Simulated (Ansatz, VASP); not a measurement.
# Cross-check of SnO2 (SnO2 (P4_2/mnm)) between VASP and Ansatz, part 2 of 2

Aim: how closely do two programs agree when they are given the same cell, functional and k mesh? The cell is taken from a series of runs on this material, whose earlier steps may have relaxed, scaled, displaced or heated it; both programs get it as it stands.

VASP 6.6.1 and Ansatz 0.2.0.

So far: The starting structure; Ansatz: single point, PBEsol.

## Step 3: VASP: single point, PBEsol

Level of this step: PBEsol; plane waves and PAW (Sn_d, O) (VASP).

The same cell, functional and mesh now go to VASP, with its own data sets.

Lines of VASP's logs that name or quote its potential files are left out, and so is its time.

INCAR

```
SYSTEM = SnO2
PREC = Accurate
ENCUT = 520
EDIFF = 1E-06
NELM = 120
ISMEAR = 0
SIGMA = 0.01
LREAL = .FALSE.
ALGO = Normal
GGA = PS
NBANDS = 64
LORBIT = 11
LWAVE = .FALSE.
LCHARG = .FALSE.
ISIF = 2
ISYM = 2
LASPH = .TRUE.
GGA_COMPAT = .FALSE.
EFERMI = MIDGAP
KPAR = 2
```

POSCAR

```
SnO2
1.0
    0.0000000000      4.7678118200      3.2119026600
    4.7678118200      0.0000000000      3.2119026600
    4.7678118200      4.7678118200      0.0000000000
Sn O
4 8
Direct
    0.2500000000      0.2500000000      0.2500000000
    0.7500000000      0.7500000000      0.7500000000
    0.0000000000      0.0000000000      1.0000000000
    0.5000000000      0.5000000000      0.5000000000
    0.0562700000      0.4437300000      0.7500000000
    0.5562700000      0.9437300000      0.2500000000
    0.4437300000      0.0562700000      0.7500000000
    0.9437300000      0.5562700000      0.2500000000
    0.0000000000      0.0000000000      0.3062700000
    0.5000000000      0.5000000000      0.8062700000
    0.0000000000      0.0000000000      0.6937300000
    0.5000000000      0.5000000000      0.1937300000
```

KPOINTS

```
Points of the shifted mesh
18
Reciprocal
 0.0833333333  0.0833333333  0.1250000000 1
 0.0833333333  0.0833333333  0.6250000000 1
 0.0833333333  0.4166666667  0.1250000000 1
 0.0833333333  0.4166666667  0.6250000000 1
 0.0833333333  0.7500000000  0.1250000000 1
 0.0833333333  0.7500000000  0.6250000000 1
 0.4166666667  0.0833333333  0.1250000000 1
 0.4166666667  0.0833333333  0.6250000000 1
 0.4166666667  0.4166666667  0.1250000000 1
 0.4166666667  0.4166666667  0.6250000000 1
 0.4166666667  0.7500000000  0.1250000000 1
 0.4166666667  0.7500000000  0.6250000000 1
 0.7500000000  0.0833333333  0.1250000000 1
 0.7500000000  0.0833333333  0.6250000000 1
 0.7500000000  0.4166666667  0.1250000000 1
 0.7500000000  0.4166666667  0.6250000000 1
 0.7500000000  0.7500000000  0.1250000000 1
 0.7500000000  0.7500000000  0.6250000000 1
```

Potentials, in the order of the species: Sn_d and O (PBE family, release 64).

Run with:

```
$ mpirun -np 2 vasp_std
```

Numbers of over 12 decimals in the logs are rounded to 6 here.

The program printed:

```text
[banner, memory and clock lines left out]
running    2 mpi-ranks, on    1 nodes
 distrk:  each k-point on    1 cores,    2 groups
 distr:  one band on    1 cores,    1 groups

 POSCAR found type information on POSCAR SnO
 POSCAR found :  2 types and      12 ions
|                                                                             |
|               ----> ADVICE to this user running VASP <----                  |
|                                                                             |
|     You enforced a specific xc type in the INCAR file but a different       |
|     [... a line on the potential file left out ...]
|     I HOPE YOU KNOW WHAT YOU ARE DOING!                                     |
|                                                                             |

 LDA part: xc-table for (Slater+PW92), standard interpolation
 POSCAR, INCAR and KPOINTS ok, starting setup
 FFT: planning ... GRIDC
 FFT: planning ... GRID_SOFT
 FFT: planning ... GRID
 WAVECAR not read
 entering main loop
       N       E                     dE             d eps       ncg     rms          rms(c)
DAV:   1     0.160411767517E+04    0.16041E+04   -0.48025E+04  2656   0.256E+03
DAV:   2     0.257082908211E+03   -0.13470E+04   -0.12762E+04  2448   0.799E+02
DAV:   3    -0.617620008235E+02   -0.31884E+03   -0.31068E+03  2496   0.280E+02
DAV:   4    -0.893917551398E+02   -0.27630E+02   -0.27295E+02  2856   0.908E+01
DAV:   5    -0.902303355452E+02   -0.83858E+00   -0.83583E+00  2728   0.165E+01    0.209E+01
DAV:   6    -0.792486820801E+02    0.10982E+02   -0.36948E+01  3664   0.667E+01    0.803E+00
DAV:   7    -0.794391298918E+02   -0.19045E+00   -0.42644E+00  2600   0.848E+00    0.459E+00
DAV:   8    -0.793661278730E+02    0.73002E-01   -0.63210E-01  3296   0.534E+00    0.115E+00
DAV:   9    -0.793296059593E+02    0.36522E-01   -0.18018E-01  3480   0.437E+00    0.212E-01
DAV:  10    -0.793304772913E+02   -0.87133E-03   -0.13137E-02  3240   0.833E-01    0.776E-02
DAV:  11    -0.793306331633E+02   -0.15587E-03   -0.83885E-04  3336   0.222E-01    0.270E-02
DAV:  12    -0.793306418477E+02   -0.86844E-05   -0.62305E-05  2920   0.469E-02    0.223E-02
DAV:  13    -0.793306346527E+02    0.71950E-05   -0.33321E-05  3136   0.565E-02    0.497E-03
DAV:  14    -0.793306351002E+02   -0.44755E-06   -0.32851E-06  2168   0.968E-03
   1 F= -.79330635E+02 E0= -.79330635E+02  d E =0.000000E+00
```

Parts of OUTCAR (step 3):

```text
ion  position               nearest neighbor table
   1  0.250  0.250  0.250-   6 2.07   8 2.07   9 2.07  10 2.07  11 2.07  12 2.07   2 3.21   2 3.21
                             3 3.73   4 3.73   3 3.73   3 3.73   4 3.73   4 3.73   4 3.73   3 3.73
   2  0.750  0.750  0.750-   5 2.07   7 2.07   9 2.07  10 2.07  11 2.07  12 2.07   1 3.21   1 3.21
                             3 3.73   4 3.73   4 3.73   4 3.73   3 3.73   3 3.73   3 3.73   4 3.73
   3  0.000  0.000  0.000-   9 2.07  11 2.07   7 2.07   8 2.07   5 2.07   6 2.07   4 3.21   4 3.21
                             1 3.73   2 3.73   2 3.73   1 3.73   2 3.73   1 3.73   1 3.73   2 3.73
   4  0.500  0.500  0.500-  10 2.07  12 2.07   7 2.07   8 2.07   5 2.07   6 2.07   3 3.21   3 3.21
                             1 3.73   2 3.73   1 3.73   2 3.73   1 3.73   2 3.73   2 3.73   1 3.73
   5  0.056  0.444  0.750-   2 2.07   3 2.07   4 2.07
   6  0.556  0.944  0.250-   1 2.07   3 2.07   4 2.07
   7  0.444  0.056  0.750-   2 2.07   3 2.07   4 2.07
   8  0.944  0.556  0.250-   1 2.07   3 2.07   4 2.07
   9  0.000  0.000  0.306-   3 2.07   2 2.07   1 2.07
  10  0.500  0.500  0.806-   4 2.07   2 2.07   1 2.07
  11  0.000  0.000  0.694-   3 2.07   2 2.07   1 2.07
  12  0.500  0.500  0.194-   4 2.07   2 2.07   1 2.07

  LATTYP: Found a body centered tetragonal cell.
 ALAT       =     6.7427041387
 C/A-ratio  =     0.9527046105

 Subroutine GETGRP returns: Found 16 space group operations
 (whereof  8 operations were pure point group operations)

The static configuration has the point symmetry D_2h.
 The point group associated with its full space group is D_4h.

   k-points           NKPTS =     18   k-points in BZ     NKDIM =     18   number of bands    NBANDS=     64

   dimension x,y,z NGX =    48 NGY =   48 NGZ =   50
   dimension x,y,z NGXF=    96 NGYF=   96 NGZF=  100

   ENCUT  =  520.0 eV  38.22 Ry    6.18 a.u.  10.69 10.69 12.54*2*pi/ulx,y,z

   NELECT =     104.0000    total number of electrons

 k-points in reciprocal lattice and weights: Points of the shifted mesh
   0.08333333  0.08333333  0.12500000       0.056
   0.08333333  0.08333333  0.62500000       0.056
   0.08333333  0.41666667  0.12500000       0.056
   0.08333333  0.41666667  0.62500000       0.056
   0.08333333  0.75000000  0.12500000       0.056
   0.08333333  0.75000000  0.62500000       0.056
   0.41666667  0.08333333  0.12500000       0.056
   0.41666667  0.08333333  0.62500000       0.056
   0.41666667  0.41666667  0.12500000       0.056
[...]
0.75000000  0.75000000  0.12500000       0.056
   0.75000000  0.75000000  0.62500000       0.056

 average (electrostatic) potential at core
       1 -99.4173       2 -99.4173       3 -99.4173       4 -99.4173       5 -68.0618
       6 -68.0618       7 -68.0618       8 -68.0618       9 -68.0618      10 -68.0618
      11 -68.0618      12 -68.0618

 E-fermi :   6.3606

 k-point     1 :       0.0833    0.0833    0.1250
  band No.  band energies     occupation
    ...
     48       4.8194      2.00000
     49       4.9301      2.00000
     50       4.9476      2.00000
     51       5.0047      2.00000
     52       5.7403      2.00000
     53       6.9809      0.00000
     54      10.4069      0.00000
     55      10.4329      0.00000
     56      11.5484      0.00000
     57      11.9004      0.00000
    ...

 k-point     2 :       0.0833    0.0833    0.6250
  band No.  band energies     occupation
    ...
     48       4.8468      2.00000
     49       4.9145      2.00000
     50       4.9414      2.00000
     51       5.2334      2.00000
     52       5.2510      2.00000
     53       9.9689      0.00000
     54      10.2076      0.00000
     55      11.2377      0.00000
     56      12.0695      0.00000
     57      14.1192      0.00000
    ...

 k-point     3 :       0.0833    0.4167    0.1250
  band No.  band energies     occupation
    ...
     48       4.7740      2.00000
     49       4.9152      2.00000
     50       4.9801      2.00000
     51       5.1010      2.00000
     52       5.4087      2.00000
     53       9.1513      0.00000
     54      10.6509      0.00000
     55      11.1627      0.00000
     56      11.8392      0.00000
     57      13.3318      0.00000
    ...

  Total        0.5723402      0.5723402      0.8117441     -0.0000000      0.0000000      0.0000000
  in kB        6.2796326      6.2796326      8.9063372     -0.0000000      0.0000000      0.0000000
  external PRESSURE =       7.1552008 kB  Pullay stress =       0.0000000 kB

  energy-cutoff  :      520.00
  volume of cell :      146.03
      direct lattice vectors                 reciprocal lattice vectors
     0.000000000  4.767811820  3.211902660    -0.104869911  0.104869911  0.155670969
     4.767811820  0.000000000  3.211902660     0.104869911 -0.104869911  0.155670969
     4.767811820  4.767811820  0.000000000     0.104869911  0.104869911 -0.155670969

 POSITION                                       TOTAL-FORCE (eV/Angst)
 -----------------------------------------------------------------------------------
      2.38391      2.38391      1.60595         0.000000      0.000000      0.000000
      7.15172      7.15172      4.81785         0.000000      0.000000      0.000000
      0.00000      0.00000      0.00000         0.000000      0.000000      0.000000
      4.76781      4.76781      3.21190         0.000000      0.000000      0.000000
      5.69148      3.84414      1.60595         0.009614     -0.009614      0.000000
      5.69148      3.84414      4.81785         0.009614     -0.009614      0.000000
      3.84414      5.69148      1.60595        -0.009614      0.009614      0.000000
      3.84414      5.69148      4.81785        -0.009614      0.009614      0.000000
      1.46024      1.46024      0.00000        -0.009614     -0.009614     -0.000000
      6.22805      6.22805      3.21190        -0.009614     -0.009614     -0.000000
      3.30757      3.30757      0.00000         0.009614      0.009614     -0.000000
      3.30757      3.30757      3.21190         0.009614      0.009614     -0.000000
 -----------------------------------------------------------------------------------
    total drift:                               -0.000000     -0.000000      0.000000

  FREE ENERGIE OF THE ION-ELECTRON SYSTEM (eV)
  ---------------------------------------------------
  free  energy   TOTEN  =       -79.3306351002 eV

  energy  without entropy=      -79.3306351002  energy(sigma->0) =      -79.33063510

 total charge
# of ion       s       p       d       tot
------------------------------------------
    1        0.883   1.086  10.369  12.339
    2        0.883   1.086  10.369  12.339
    3        0.883   1.086  10.369  12.339
    4        0.883   1.086  10.369  12.339
    5        1.556   3.483   0.000   5.038
    6        1.556   3.483   0.000   5.038
    7        1.556   3.483   0.000   5.038
    8        1.556   3.483   0.000   5.038
    9        1.556   3.483   0.000   5.038
   10        1.556   3.483   0.000   5.038
   11        1.556   3.483   0.000   5.038
   12        1.556   3.483   0.000   5.038
--------------------------------------------------
tot         15.978  32.206  41.476  89.660

[... 3 further parts left out ...]
```

The run ends at a pressure of 0.72 GPa, with forces up to 0.014 eV/Å.

## Step 4: Differences

Known differences besides the potentials themselves: fixed occupations in Ansatz, narrow Gaussian smearing in VASP; the cutoff is 420 eV in Ansatz and 520 eV in VASP; Ansatz makes its cores anew for this functional, VASP keeps those of its PBE data sets. Total energies have different zeros and are not compared.

Compared:

```
              quantity  Ansatz   VASP  difference
gap on the k mesh (eV)   1.245  1.241      +0.004
```

At this near-relaxed geometry the largest component of a force difference is 15 meV/Å. A gap on the mesh is an upper bound, since the band edges may lie between its points.

## Step 5: Results

```yaml
difference_in_gap_on_the_k_mesh_single_point_pbesol: 0.0043 eV
r_m_s_force_difference_single_point_pbesol: 9.1 meV/Å
```

In words: The r.m.s. force difference is 9.1 meV/Å (single point, PBEsol), within the 12 meV/Å picked in this series as the mark of a large difference. How closely two codes agree says nothing of how well the functional describes the real material.

[Lines on the potential files, build, host, timing and source positions are cut from VASP's logs without a mark.]

[Logs are printed without paths, hosts, clocks, repeated set-up lines and the standing remarks that a program may print on its own settings, such as how far it seeks lower states.]

[Hosts, paths, dates, database ids (printed as entryN), source tags and the programs' standing remarks are cut or masked in the printed files.]
